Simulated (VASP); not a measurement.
# Settings for MgS: energy along a vibration (SMASS = -2)

MgS, atoms displaced along the mode, 2 atoms in the cell. LDA, energy along a line of displacements; PAW potentials S, Mg (LDA set). VASP 6.6.1.

Wanted: harmonic frequency within 1 %.

Mode: optical mode at Gamma along x.

POSCAR of the starting run:
```
MgS
1.0
    0.0000000000      2.8331200468      2.8331200468
    2.8331200468      0.0000000000      2.8331200468
    2.8331200468      2.8331200468      0.0000000000
S Mg
1 1
Direct
    0.7560880909      0.7439119091      0.7439119091
   -0.0080306190      0.0080306190      0.0080306190

    0.0086241462   0.0000000000   0.0000000000
   -0.0113758538   0.0000000000   0.0000000000
```

The series start from k mesh: 5 × 5 × 5; Cutoff (eV): 340; Step along the mode (Å): 0.02; Electronic threshold (eV): 1e-7; Precision and projection: Accurate, reciprocal space. Each series keeps the choices made before it, and each single choice may use up half of a tolerance.

## k mesh

| k mesh | Harmonic frequency (THz) | Time (s) |
|---|---|---|
| 2 × 2 × 2 | 9.598 | 5.7 |
| 3 × 3 × 3 | 9.677 | 6.7 |
| 4 × 4 × 4 | 9.688 | 9.3 |
| 5 × 5 × 5 | 9.693 | 15 |
| 6 × 6 × 6 | 9.7 | 19 |
| 7 × 7 × 7 (reference) | 9.693 | 26 |

Chosen: 3 × 3 × 3, the loosest value from which every tighter one stays within half of the tolerance.

## Cutoff (eV)

| Cutoff (eV) | Harmonic frequency (THz) | Time (s) |
|---|---|---|
| 190 | 9.655 | 5.3 |
| 230 | 9.747 | 5.5 |
| 260 | 9.722 | 6.1 |
| 300 | 9.683 | 6.2 |
| 340 | 9.677 | 6.7 |
| 390 (reference) | 9.688 | 10 |

Chosen: 260.

## Electronic threshold (eV)

| Electronic threshold (eV) | Harmonic frequency (THz) | Time (s) |
|---|---|---|
| 0.001 | 9.723 | 7.1 |
| 0.0001 | 9.723 | 7.5 |
| 1e-5 | 9.723 | 7.9 |
| 1e-6 | 9.723 | 8.1 |
| 1e-7 | 9.723 | 7.4 |
| 1e-8 (reference) | 9.723 | 9.4 |

Chosen: 0.001.

## Precision and projection

| Precision and projection | Harmonic frequency (THz) | Time (s) |
|---|---|---|
| Accurate, reciprocal space | 9.723 | 7.1 |
| Normal, reciprocal space | 9.722 | 4.7 |
| Normal, Auto | 9.759 | 5.0 |

Chosen: Normal, reciprocal space, the fastest of those that stay within half of the tolerance.

Also changed on the way, by series that aren't shown: Step along the mode (Å): 0.08.

## All choices together

| Input | Harmonic frequency (THz) | Time (s) |
|---|---|---|
| defaults on a coarse mesh (naive) | 9.474 | 2.0 |
| chosen settings | 9.722 | 4.7 |
| reference settings throughout | 9.717 | 79 |

The tolerance is met.

## The input

INCAR:
```
ALGO     = Normal         # electronic algorithm
EDIFF    = 0.001          # SCF threshold, eV
ENCUT    = 260            # plane-wave cutoff, eV
GGA      = CA             # functional
IBRION   = 0              # ionic algorithm
ISMEAR   = 0              # smearing method
ISYM     = 0            
KPAR     = 2            
LASPH    = True           # aspherical terms in the spheres
LCHARG   = False          # write CHGCAR
LREAL    = False          # projectors in reciprocal space
LWAVE    = False          # write WAVECAR
NELMIN   = 4            
NSW      = 9              # ionic steps
POTIM    = 1              # step
PREC     = Normal         # precision mode
SIGMA    = 0.03           # smearing width, eV
SMASS    = -2            
```

KPOINTS:
```
Automatic mesh
0
Gamma
  3 3 3
  0 0 0
```

POSCAR:
```
MgS
1.0
    0.0000000000      2.8331200468      2.8331200468
    2.8331200468      0.0000000000      2.8331200468
    2.8331200468      2.8331200468      0.0000000000
S Mg
1 1
Direct
    0.7743523636      0.7256476364      0.7256476364
   -0.0321224759      0.0321224759      0.0321224759

    0.0344965848   0.0000000000   0.0000000000
   -0.0455034152   0.0000000000   0.0000000000
```

Commands:
```
cat potpaw_LDA.64/S/POTCAR potpaw_LDA.64/Mg/POTCAR > POTCAR
mpirun -np 2 vasp_std > vasp.out
```

Limits: NELMIN = 4 forces that many electronic steps, so a loose EDIFF looks better here than it is.

The chosen input took VASP 6.6.1 4.7 s on 2 cores (Intel Xeon Platinum 8259CL @ 2.50GHz (Skylake/Cascade Lake)), a shared host.

## An input that fails: POTIM multiplies the typed steps tenfold

It runs to its end, but against the unchanged starting input it is off by 150 % in the harmonic frequency.

Changes against the starting input:
```
- POTIM = 1
+ POTIM = 10
```
